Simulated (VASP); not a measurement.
# ZrSe2 in VASP: relaxation of cell and atoms with LDA

Aim: the relaxation of cell and atoms of ZrSe2 with LDA.

Program: VASP 6.6.1. These are calculated values, not measurements. Logs are shortened: lines on timing, memory, paths and dates and some standing lists are left out, and cuts for length are marked.

## (1) Starting point

The cell holds a sheet with vacuum, 3 atoms: a = 3.780 Å, b = 3.780 Å, c = 19.160 Å, α = 90.00°, β = 90.00°, γ = 120.00°.

The cell was built by a generator and needn't be a form met in nature.

## (2) Relaxation of cell and atoms, LDA

File INCAR:

```
SYSTEM = ZrSe2
PREC     = Accurate       ! precision mode
ENCUT    = 600            ! plane-wave cutoff, eV
EDIFF    = 1E-6           ! SCF threshold, eV
ISMEAR   = 0              ! smearing method
SIGMA    = 0.03           ! smearing width, eV
LREAL    = .False.        ! projectors in reciprocal space
LASPH    = .True.         ! aspherical terms in the spheres
NELM     = 120            ! most SCF steps
ALGO     = Fast           ! electronic algorithm
ISIF     = 3              ! what is computed and relaxed
LWAVE    = .False.        ! write WAVECAR
LCHARG   = .False.        ! write CHGCAR
IBRION   = 2              ! ionic algorithm
NSW      = 60             ! ionic steps
EDIFFG   = -0.005         ! ionic threshold
LATTICE_CONSTRAINTS= .TRUE. .TRUE. .FALSE.
KPAR     = 2
```

File KPOINTS:

```
Automatic mesh
0
Gamma
  12 12 1
  0 0 0
```

File POSCAR:

```
ZrSe2
1.0
    3.7800000000      0.0000000000      0.0000000000
   -1.8900000000      3.2735760300      0.0000000000
    0.0000000000      0.0000000000     19.1600000000
Se Zr
2 1
Direct
    0.3333330000      0.6666670000      0.4175365300
    0.6666670000      0.3333330000      0.5824634700
    0.0000000000      0.0000000000      0.5000000000
```

Potentials or basis: VASP PAW LDA potentials, release 64 (Se, Zr_sv).

Started as:

```
> cat potpaw_LDA.64/Se/POTCAR potpaw_LDA.64/Zr_sv/POTCAR > POTCAR
> mpirun -np 2 vasp_std > vasp.out
```

OUTCAR:

```text
SYSTEM = ZrSe2
   PREC = Accurate
   ENCUT = 600
   EDIFF = 1E-6
   ISMEAR = 0
   LREAL = .False.
   LASPH = .True.
   NELM = 120
   ISIF = 3
   IBRION = 2
   NSW = 60
   EDIFFG = -0.005

 ion  position               nearest neighbor table
   1  0.333  0.667  0.418-   3 2.69   3 2.69   3 2.69
   2  0.667  0.333  0.582-   3 2.69   3 2.69   3 2.69
   3  0.000  0.000  0.500-   1 2.69   2 2.69   2 2.69   1 2.69   2 2.69   1 2.69

  LATTYP: Found a hexagonal cell.
 ALAT       =     3.7800000000
 C/A-ratio  =     5.0687830688

  Lattice vectors:

 A1 = (   3.7800000000,   0.0000000000,   0.0000000000)
 A2 = (  -1.8900000000,   3.2735760300,   0.0000000000)
 A3 = (   0.0000000000,   0.0000000000,  19.1600000000)

Analysis of symmetry for initial positions (statically):
=====================================================================
 Subroutine PRICEL returns:
 Original cell was already a primitive cell.

 Routine SETGRP: Setting up the symmetry group for a
 hexagonal supercell.

 Subroutine GETGRP returns: Found 12 space group operations
 (whereof 12 operations were pure point group operations)
 out of a pool of 24 trial point group operations.

The static configuration has the point symmetry D_3d.

Analysis of symmetry for dynamics (positions and initial velocities):
=====================================================================
 Subroutine PRICEL returns:
 Original cell was already a primitive cell.

 Routine SETGRP: Setting up the symmetry group for a
 hexagonal supercell.

 Subroutine GETGRP returns: Found 12 space group operations
 (whereof 12 operations were pure point group operations)
 out of a pool of 24 trial point group operations.

The dynamic configuration has the point symmetry D_3d.

 Subroutine INISYM returns: Found 12 space group operations
 (whereof 12 operations are pure point group operations),
 and found     1 'primitive' translations

----------------------------------------------------------------------------------------

                                     Primitive cell

  volume of cell :     237.0881

  direct lattice vectors                    reciprocal lattice vectors
     3.780000000  0.000000000  0.000000000     0.264550265  0.152738166  0.000000000
    -1.890000000  3.273576030  0.000000000     0.000000000  0.305476333  0.000000000
     0.000000000  0.000000000 19.160000000     0.000000000  0.000000000  0.052192067

  length of vectors
     3.780000000  3.780000003 19.160000000     0.305476333  0.305476333  0.052192067

[... 83 lines left out ...]
   ISYM   =      2    0-nonsym 1-usesym 2-fastsym
   POTIM  = 0.5000    time-step for ionic-motion
   TEBEG  =    0.0;   TEEND  =   0.0 temperature during run
   PSTRESS=    0.0 pullay stress
   NELECT =      24.0000    total number of electrons
   NUPDOWN=      -1.0000    fix difference up-down
   EMIN   =  10.00;   EMAX   =-10.00  energy-range for DOS
   EFERMI =   0.00;   METHOD = LEGACY
   ISMEAR =     0;   SIGMA  =   0.03  broadening in eV -4-tet -1-fermi 0-gaus
   EFERMI_NEDOS =   21; number of points for ismear=-14 and -15
   IALGO  =     68    algorithm
   IMIX   =      4    mixing-type and parameters
     AMIX     =   0.40;   BMIX     =  1.00
     AMIX_MAG =   1.60;   BMIX_MAG =  1.00
  volume/ion in A,a.u.               =      79.03       533.32
  Fermi-wavevector in a.u.,A,eV,Ry     =   0.762972  1.441808  7.920311  0.582126
  Thomas-Fermi vector in A             =   1.862551
   LORBIT       =      0    0 simple, 1 ext, 2 COOP (PROOUT), +10 PAW based schemes
   GGA     = CA    functional components
   LHFCALC =     F    Hartree Fock is set to
   AEXX    =    0.0000 exact exchange contribution
   IVDW    =     0    specifies the selected vdW correction
   LEPSILON=     F    determine dielectric tensor
   LRPA    =     F    only Hartree local field effects (RPA)
 conjugate gradient relaxation of ions
 non-spin polarized calculation
 RMM-DIIS sequential band-by-band and
 Gauss-broadening in eV      SIGMA  =   0.03
  energy-cutoff  :      600.00
  volume of cell :      237.09
 maximum number of plane-waves:      7965
   NGX = 15   NGY = 15   NGZ = 77

--------------------------------------- Ionic step        1  -------------------------------------------

 number of electron      24.0000001 magnetization

 Free energy of the ion-electron system (eV)
  ---------------------------------------------------
  ext. energy  EPLUGINS =         0.00000000
  ---------------------------------------------------
  free energy    TOTEN  =       -21.43838125 eV

  energy without entropy =      -21.43838125  energy(sigma->0) =      -21.43838125

------------------------ aborting loop because EDIFF is reached ----------------------------------------

  FORCE on cell =-STRESS in cart. coord.  units (eV):
  Direction    XX          YY          ZZ          XY          YZ          ZX
  --------------------------------------------------------------------------------------
  -------------------------------------------------------------------------------------
  Total       -1.8347836     -1.8347836     -1.3099198      0.0000000      0.0000000      0.0000000
  in kB      -12.3989725    -12.3989725     -8.8520844      0.0000000      0.0000000      0.0000000
  external PRESSURE =     -11.2166765 kB  Pullay stress =       0.0000000 kB
[... 92 lines left out ...]
  FREE ENERGIE OF THE ION-ELECTRON SYSTEM (eV)
  ---------------------------------------------------
  free  energy   TOTEN  =       -21.4763649612 eV

  energy  without entropy=      -21.4763649612  energy(sigma->0) =      -21.47636496

[... ionic steps 4 to 8 ...]

--------------------------------------- Ionic step        9  -------------------------------------------

 number of electron      24.0000001 magnetization

------------------------ aborting loop because EDIFF is reached ----------------------------------------
[... 69 lines left out ...]
--------------------------------------- Ionic step       11  -------------------------------------------

 number of electron      24.0000001 magnetization

 Free energy of the ion-electron system (eV)
  ---------------------------------------------------
  ext. energy  EPLUGINS =         0.00000000
  ---------------------------------------------------
  free energy    TOTEN  =       -21.47641238 eV

  energy without entropy =      -21.47641238  energy(sigma->0) =      -21.47641238

 E-fermi :  -2.1946     XC(G=0):  -3.7258

 val. band max:       -2.3263343461   @ k =   0.0000   0.0000   0.0000
 cond. band min:      -2.0675724202   @ k =   0.5000   0.0000   0.0000
 fundamental gap:      0.2587619259
 Fermi energy:        -2.1945638775

 k-point     1 :       0.0000    0.0000    0.0000
  band No.  band energies     occupation
      1     -51.3989      2.00000
      2     -29.6373      2.00000
      3     -29.4987      2.00000
      4     -29.4987      2.00000
      5     -15.5759      2.00000
      6     -14.6067      2.00000
[... 380 lines left out ...]
  FREE ENERGIE OF THE ION-ELECTRON SYSTEM (eV)
  ---------------------------------------------------
  free  energy   TOTEN  =       -21.4764123762 eV

  energy  without entropy=      -21.4764123762  energy(sigma->0) =      -21.47641238

 reached required accuracy - stopping structural energy minimisation
```

It took 3.7 min on 2 MPI ranks of Intel Xeon Platinum 8559C (Emerald Rapids), shared host; peak memory 0.35 GiB.

Results:

```
Free energy                            : -21.4764 eV
Relaxed volume                         : 76.15 Å³/atom
Relaxed cell                           : a = 3.711 Å, b = 3.711 Å, c = 19.160 Å, α = 90.00°, β = 90.00°, γ = 120.00°
Space group after relaxing (to 0.05 Å) : P-3m1 (No. 164)
Energy gained by relaxing              : 12.7 meV/atom
Ionic steps                            : 11
Band gap on the k mesh                 : 0.26 eV, indirect (least direct gap 1.00 eV)
```

Forces on the atoms (eV/Å):
```
Se   0.000  0.000  0.003
Se   0.000  0.000 -0.003
Zr   0.000  0.000  0.000
```

Step by step:
| step | energy change (eV) | largest force (eV/Å) | pressure (GPa) | volume (Å³) |
| --- | --- | --- | --- | --- |
| 1 | 0.0000 | 0.4115 | -1.12 | 237.09 |
| 2 | -0.0191 | 0.3427 | 0.89 | 223.30 |
| 3 | -0.0380 | 0.0146 | 0.00 | 228.85 |
| 4 | -0.0380 | 0.0244 | 0.02 | 228.68 |
| 5 | -0.0380 | 0.0081 | 0.00 | 228.79 |
| 6 | -0.0380 | 0.0051 | 0.00 | 228.81 |
| 7 | -0.0380 | 0.0008 | -0.02 | 228.85 |
| 8 | -0.0380 | 0.0038 | -0.02 | 228.82 |
| 9 | -0.0380 | 0.0049 | -0.01 | 228.81 |
| 10 | -0.0380 | 0.0017 | -0.01 | 228.65 |
| 11 | -0.0380 | 0.0030 | -0.01 | 228.46 |

Final structure:
```
CELL_PARAMETERS angstrom
3.71061 0.00000 0.00000
-1.85530 3.21348 0.00000
0.00000 0.00000 19.16000
ATOMIC_POSITIONS crystal
Se 0.33333 0.66667 0.41799
Se 0.66667 0.33333 0.58201
Zr 0.00000 0.00000 0.50000
```
